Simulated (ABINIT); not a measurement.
GaN: band structure with OLYP

**Experimental background.**

A printed reference work, textbook reports, for a bulk crystal of GaN at 0 K: band gap 3.299 eV (direct).

GaN:

```
Ga N
1.0
     0.00000    2.25350    2.25350
     2.25350    0.00000    2.25350
     2.25350    2.25350    0.00000
Ga N
1 1
Cartesian
  0.0000 0.0000 0.0000
  1.1268 1.1268 1.1268
```

The cell is a database's computed one.

```
Program                                         : ABINIT 10.8.3 (patched build)
Task                                            : band structure
Functional                                      : OLYP
Potentials or basis                             : JTH PAW PBE v2.0
Cutoff                                          : 680 eV
k mesh                                          : 10 × 10 × 10
Occupations                                     : fermi-dirac, width 0.05 eV
Spin                                            : no spin polarisation
Fine-grid cutoff                                : 1278.94 eV
Exchange and correlation inside the PAW spheres : full angular mesh (pawxcdev 0, this build's default; the released program takes 1)
```

```
Band gap on the k mesh                                : 1.89 eV, direct
Valence electrons inside the program's atomic spheres : Ga 11.18; N 2.58
```

Levels at the corners of the path, in eV from the valence-band top:
| point | band 5 | band 6 | band 7 | band 8 | band 9 | band 10 | band 11 | band 12 | band 13 | band 14 |
| --- | --- | --- | --- | --- | --- | --- | --- | --- | --- | --- |
| Γ | -13.59 | -13.59 | 0.00 | 0.00 | 0.00 | 1.89 | 10.50 | 10.50 | 10.50 | 18.15 |
| X | -13.52 | -11.74 | -6.02 | -2.64 | -2.64 | 3.57 | 6.90 | 12.07 | 14.22 | 14.22 |
| W | -13.58 | -11.49 | -5.58 | -3.61 | -3.53 | 6.42 | 8.56 | 10.46 | 11.50 | 15.48 |
| K | -13.55 | -11.60 | -5.75 | -4.15 | -2.12 | 5.22 | 8.06 | 11.40 | 13.05 | 13.85 |
| Γ | -13.59 | -13.59 | 0.00 | 0.00 | 0.00 | 1.89 | 10.50 | 10.50 | 10.50 | 18.15 |
| L | -13.54 | -12.20 | -6.89 | -0.95 | -0.95 | 4.86 | 8.98 | 10.54 | 10.54 | 16.07 |
| U | -13.55 | -11.60 | -5.75 | -4.15 | -2.12 | 5.22 | 8.06 | 11.40 | 13.05 | 13.85 |
| W | -13.58 | -11.49 | -5.58 | -3.61 | -3.53 | 6.42 | 8.56 | 10.46 | 11.50 | 15.48 |
| L | -13.54 | -12.20 | -6.89 | -0.95 | -0.95 | 4.86 | 8.98 | 10.54 | 10.54 | 16.07 |
| K | -13.55 | -11.60 | -5.75 | -4.15 | -2.12 | 5.22 | 8.06 | 11.40 | 13.05 | 13.85 |

Wall time 39 s on 1 thread of Arm Neoverse V2, on a shared host, peak memory 0.12 GiB.

Measured gap of GaN: 3.299 eV (direct; 0 K; a printed reference work, textbook). This calculation gives 1.89 eV (-1.40 eV). Spin-orbit coupling on Ga is left out. The value is that of OLYP, without temperature or zero-point motion. The cell is a database's relaxed one, not the measured one, which moves gaps too.
